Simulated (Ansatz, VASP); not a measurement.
CsH in VASP and in Ansatz

File INCAR:

```
PREC     = Accurate       # precision mode
ENCUT    = 520            # plane-wave cutoff, eV
EDIFF    = 1E-6           # SCF threshold, eV
ISMEAR   = 0              # smearing method
SIGMA    = 0.05           # smearing width, eV
LREAL    = F              # projectors in reciprocal space
LASPH    = T              # aspherical terms in the spheres
NELM     = 80             # most SCF steps
ALGO     = Normal         # electronic algorithm
ISIF     = 2              # what is computed and relaxed
LWAVE    = F              # write WAVECAR
LCHARG   = F              # write CHGCAR
NBANDS   = 12             # bands
```

Contents of KPOINTS:

```
Automatic mesh
0
Gamma
  8 8 8
```

The input POSCAR:

```
CsH
1.0
    3.8184085400      0.0000000000      0.0000000000
    0.0000000000      3.8184085400      0.0000000000
    0.0000000000      0.0000000000      3.7611324119
Cs H
1 1
Direct
    0.0000000000      0.0000000000      0.0000000000
    0.5000000000      0.5000000000      0.5000000000
```

Input for Ansatz:

```yaml
crystal:
  lattice:
    - [3.81840854, 0.0, 0.0]
    - [0.0, 3.81840854, 0.0]
    - [0.0, 0.0, 3.7611324119]
  atoms:
    - { symbol: Cs, position: [0.0, 0.0, 0.0] }
    - { symbol: H, position: [0.5, 0.5, 0.5] }
basis:
  ecutwfc: 420
kpoints:
  mp_grid: { grid: [8, 8, 8] }
hamiltonian:
  xc: lda
scf:
  occupations: { method: gaussian, width: 0.05 }
output:
  forces: true
  stress: true
  eigenvalues: true
```

Change from the starting cell: strain -0.0150 x Voigt [0, 0, 1, 0, 0, 0], atoms carried along.

Alike in both runs: task single point; functional LDA; k mesh 8 × 8 × 8; occupations gaussian, width 0.05 eV; no spin polarisation.

|  | VASP | Ansatz |
| --- | --- | --- |
| version | VASP 6.6.1 | Ansatz 0.2.0 |
| potentials or method | VASP PAW LDA potentials, release 64 (Cs_sv, H) | scalar-relativistic, plane waves, PAW |
| plane-wave cutoff (eV) | 520 | 420 |
| valence electrons in the cell | 10 | 10 |

Ansatz gave:

| Property | Result |
| --- | --- |
| gap on the k mesh at the Fermi level (eV) | 2.32 |
| least direct gap on the mesh (eV) | 2.44 |
| pressure (GPa) | -1.8 |
| largest component of the traceless stress (GPa) | 0.39 |

Estimate VASP's values.

gap on the k mesh at the Fermi level (eV): 2.28; least direct gap on the mesh (eV): 2.39; pressure (GPa): -1.7; largest component of the traceless stress (GPa): 0.39.

Caveats: spin-orbit coupling is left out, which moves the levels of the heavy elements. A k mesh can miss the band edges.
